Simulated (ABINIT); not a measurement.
# FeO (Wuestite) (Fm-3m) in ABINIT: notebook

One crystal, FeO (Wuestite), is run at these levels: PBEsol; tasks: relaxation of cell and atoms, single point.

All numbers are computed with ABINIT 10.8.3 (patched build); they aren't measurements. Logs are shortened: lines on timing, memory, paths and dates and some standing lists are left out, and cuts for length are marked. The log counts tension as positive stress, the text compression.

### Step 1. The structure

Symmetry: Fm-3m, No. 225, cubic system. The conventional cell has a = 4.311 Å, b = 4.311 Å, c = 4.311 Å, α = 90.00°, β = 90.00°, γ = 90.00°. Fe (site symmetry m-3m) has 6 O at 2.16 Å as nearest neighbours. Around O (site symmetry m-3m) lie 6 Fe at 2.16 Å.

### Step 2. Relaxation of cell and atoms, PBEsol, collinear spin, ferromagnetic start

File run.abi:

```
# Pseudopotentials
pp_dirpath "./"
pseudos "Fe.upf, O.upf"

# Structure
acell 3*1.0
rprim
     0.0000000000     4.0731156890     4.0731156890
     4.0731156890     0.0000000000     4.0731156890
     4.0731156890     4.0731156890     0.0000000000
ntypat 2
znucl 26 8
natom 2
typat 1 2
chkprim 0
chksymtnons 0
tolsym 1.0e-6
xred
            0.0            0.0            0.0
            1/2            1/2            1/2

# Plane-wave basis
ecut 45.0
ecutsm 0.5

# k points
kptopt 1
ngkpt 8 8 8
nshiftk 1
shiftk 0.0 0.0 0.0

# Exchange and correlation
ixc -116133

# Bands and occupations
nband 16
occopt 3
tsmear 0.05 eV

# Spin
nsppol 2
spinat
     0.0000000000     0.0000000000     3.0000000000
     0.0000000000     0.0000000000     0.0000000000

# SCF cycle
nstep 80
tolvrs 1.0e-12

# Output
iomode 3
prteig 0
prtebands 0
prtwf 0
prtden 0

# Relaxation
ionmov 2
optcell 2
ntime 50
tolmxf 2.0e-5
dilatmx 1.08
```

Potentials or basis: PseudoDojo NC SR PBEsol v0.4.1 standard.

Started as:

```
> mpirun --bind-to none -np 4 abinit run.abi > log 2>&1
```

run.abo:

```text
.Version 10.8.3 of ABINIT
 Symmetries : space group Fm -3 m (#225); Bravais cF (face-center cubic)
================================================================================
 Values of the parameters that define the memory need of the present run
     intxc =       0    ionmov =       2      iscf =       7    lmnmax =       6
     lnmax =       6     mgfft =      40  mpssoang =       3    mqgrid =    3001
     natom =       2  nloc_mem =       1    nspden =       2   nspinor =       1
    nsppol =       2      nsym =      48    n1xccc =    2501    ntypat =       2
    occopt =       3   xclevel =       2
       mpw =        2477          nfft =       64000          nkpt =          29
================================================================================
================================================================================

--------------------------------------------------------------------------------
------------- Echo of variables that govern the present computation ------------
--------------------------------------------------------------------------------
 -outvars: echo values of preprocessed input variables --------
            acell      1.0000000000E+00  1.0000000000E+00  1.0000000000E+00 Bohr
              amu      5.58470000E+01  1.59994000E+01
          chkprim           0
      chksymtnons           0
          dilatmx      1.08000000E+00
             ecut      4.50000000E+01 Hartree
           ecutsm      5.00000000E-01 Hartree
           ionmov           2
              ixc     -116133
         kptrlatt        8    0    0      0    8    0      0    0    8
          kptrlen      4.60820436E+01
            natom           2
            nband          16
            ngfft          40      40      40
             nkpt          29
           nspden           2
           nsppol           2
            nstep          80
             nsym          48
            ntime          50
           ntypat           2
           occopt           3
          optcell           2
           prtden           0
        prtebands           0
           prteig           0
            prtwf           0
            rprim      0.0000000000E+00  4.0731156890E+00  4.0731156890E+00
                       4.0731156890E+00  0.0000000000E+00  4.0731156890E+00
                       4.0731156890E+00  4.0731156890E+00  0.0000000000E+00
          spgroup         225
           spinat      0.0000000000E+00  0.0000000000E+00  3.0000000000E+00
                       0.0000000000E+00  0.0000000000E+00  0.0000000000E+00
           tolmxf      2.00000000E-05
           tolsym      1.00000000E-06
           tolvrs      1.00000000E-12
           tsmear      1.83746611E-03 Hartree
            typat      1  2
           xangst      0.0000000000E+00  0.0000000000E+00  0.0000000000E+00
                       2.1553999985E+00  2.1553999985E+00  2.1553999985E+00
            xcart      0.0000000000E+00  0.0000000000E+00  0.0000000000E+00
                       4.0731156890E+00  4.0731156890E+00  4.0731156890E+00
[... 587 lines left out ...]
    1       0.000000000000      0.000000000000      0.000000000000
    2       0.000000000000      0.000000000000      0.000000000000

 cartesian coordinates (angstrom) at end:
    1      0.00000000000000     0.00000000000000     0.00000000000000
    2      2.12086895379010     2.12086895379010     2.12086895379010

 cartesian forces (hartree/bohr) at end:
    1     -0.00000000000000    -0.00000000000000    -0.00000000000000
    2     -0.00000000000000    -0.00000000000000    -0.00000000000000
 frms,max,avg= 0.0000000E+00 0.0000000E+00   0.000E+00  0.000E+00  0.000E+00 h/b

 cartesian forces (eV/Angstrom) at end:
    1     -0.00000000000000    -0.00000000000000    -0.00000000000000
    2     -0.00000000000000    -0.00000000000000    -0.00000000000000
 frms,max,avg= 0.0000000E+00 0.0000000E+00   0.000E+00  0.000E+00  0.000E+00 e/A
 length scales=  5.667972049255  5.667972049255  5.667972049255 bohr
              =  2.999361638466  2.999361638466  2.999361638466 angstroms
 Fermi (or HOMO) energy (hartree) =   0.40442   Average Vxc (hartree)=  -0.48385
 Magnetization (Bohr magneton)=  3.99999961E+00
 Total spin up =  1.29999998E+01   Total spin down =  9.00000019E+00
 Eigenvalues (hartree) for nkpt=  29  k points, SPIN UP:
 kpt#   1, nband= 16, wtk=  0.00195, kpt=  0.0000  0.0000  0.0000 (reduced coord)
  -2.88680   -1.64725   -1.64725   -1.64725   -0.37364    0.25182    0.25182    0.25182
   0.25323    0.25323    0.25323    0.26181    0.26181    0.41143    0.96040    1.03394
      occupation numbers for kpt#   1
   1.00000    1.00000    1.00000    1.00000    1.00000    1.00000    1.00000    1.00000
   1.00000    1.00000    1.00000    1.00000    1.00000    0.02155    0.00000    0.00000
 prteigrs : prtvol=0 or 1, do not print more k-points.

 Eigenvalues (hartree) for nkpt=  29  k points, SPIN DOWN:
 kpt#   1, nband= 16, wtk=  0.00195, kpt=  0.0000  0.0000  0.0000 (reduced coord)
  -2.74553   -1.50004   -1.50004   -1.50004   -0.35284    0.27446    0.27446    0.27446
   0.37428    0.37428    0.37428    0.40916    0.40916    0.43920    0.96180    1.07186
      occupation numbers for kpt#   1
   1.00000    1.00000    1.00000    1.00000    1.00000    1.00000    1.00000    1.00000
   1.00000    1.00000    1.00000    0.07038    0.07038    0.00000    0.00000    0.00000
 prteigrs : prtvol=0 or 1, do not print more k-points.

--- !EnergyTerms
iteration_state     : {dtset: 1, itime: 5, icycle: 1, }
comment             : Components of total free energy in Hartree
kinetic             :  6.90087514320798E+01
hartree             :  3.66192695866396E+01
xc                  : -2.18095959358585E+01
Ewald energy        : -9.65607500720619E+01
psp_core            :  3.63551156153951E+00
local_psp           : -1.22665959027060E+02
non_local_psp       : -9.91568829200557E+00
internal            : -1.41688460746728E+02
'-kT*entropy'       : -4.51328092251342E-04
total_energy        : -1.41688912074820E+02
total_energy_eV     : -3.85555171324076E+03
band_energy         : -1.28315189629138E+01
...

 Cartesian components of stress tensor (hartree/bohr^3)
  sigma(1 1)=  1.64601146E-09  sigma(3 2)=  0.00000000E+00
  sigma(2 2)=  1.64601147E-09  sigma(3 1)=  0.00000000E+00
  sigma(3 3)=  1.64601147E-09  sigma(2 1)=  0.00000000E+00

-Cartesian components of stress tensor (GPa)         [Pressure= -4.8427E-05 GPa]
- sigma(1 1)=  4.84273292E-05  sigma(3 2)=  0.00000000E+00
- sigma(2 2)=  4.84273295E-05  sigma(3 1)=  0.00000000E+00
- sigma(3 3)=  4.84273293E-05  sigma(2 1)=  0.00000000E+00

== END DATASET(S) ==============================================================
================================================================================

 -outvars: echo values of variables after computation  --------
            acell      5.6679720493E+00  5.6679720493E+00  5.6679720493E+00 Bohr
           etotal     -1.4168891207E+02
            fcart     -0.0000000000E+00 -0.0000000000E+00 -0.0000000000E+00
                      -0.0000000000E+00 -0.0000000000E+00 -0.0000000000E+00
            rprim      0.0000000000E+00  7.0710678119E-01  7.0710678119E-01
                       7.0710678119E-01  0.0000000000E+00  7.0710678119E-01
                       7.0710678119E-01  7.0710678119E-01  0.0000000000E+00
           strten      1.6460114625E-09  1.6460114730E-09  1.6460114660E-09
                       0.0000000000E+00  0.0000000000E+00  0.0000000000E+00
           xangst      0.0000000000E+00  0.0000000000E+00  0.0000000000E+00
                       2.1208689538E+00  2.1208689538E+00  2.1208689538E+00
             xred      0.0000000000E+00  0.0000000000E+00  0.0000000000E+00
                       5.0000000000E-01  5.0000000000E-01  5.0000000000E-01
 Calculation completed.
```

Run time: 2.9 min. Hardware: 4 MPI ranks of Arm Neoverse N1, shared host; peak memory 0.4 GiB.

What came out:

| Quantity | Value |
| --- | --- |
| Free energy | -3855.5517 eV |
| Relaxed volume | 9.54 Å³/atom |
| Relaxed cell | a = 2.999 Å, b = 2.999 Å, c = 2.999 Å, α = 60.00°, β = 60.00°, γ = 60.00° |
| Space group after relaxing (to 0.05 Å) | Fm-3m (No. 225) |
| Energy gained by relaxing | 14.0 meV/atom |
| Ionic steps | 5 |
| Pressure after relaxing | 0.0 GPa |
| Band gap on the k mesh | none (metal or under the smearing width) |
| Net moment | 4.00 μB per cell |
| Site moments | Fe +3.54; O +0.35 μB |

Step by step:
```
step  energy change (eV)  largest force (eV/Å)  pressure (GPa)  volume (Å³)
   1              0.0000                0.0000           -9.03        20.03
   2             -0.0227                0.0000           -4.13        19.48
   3             -0.0279                0.0000            0.36        19.05
   4             -0.0280                0.0000           -0.01        19.08
   5             -0.0280                0.0000            0.00        19.08
```

Final structure:
```
Fe O
1.0
     0.00000    2.12087    2.12087
     2.12087    0.00000    2.12087
     2.12087    2.12087    0.00000
Fe O
1 1
Direct
  0.00000 0.00000 0.00000
  0.50000 0.50000 0.50000
```

Caveat: a cell with one magnetic atom can't hold antiferromagnetic order, which such compounds often take; semilocal functionals often make such compounds metallic where correlation or magnetic order opens a gap, which also shifts bond lengths. With open d or f shells a metallic result of PBEsol can be an artefact of self-interaction; +U or a hybrid may open a gap.

(Continued in part 2 of 2.)
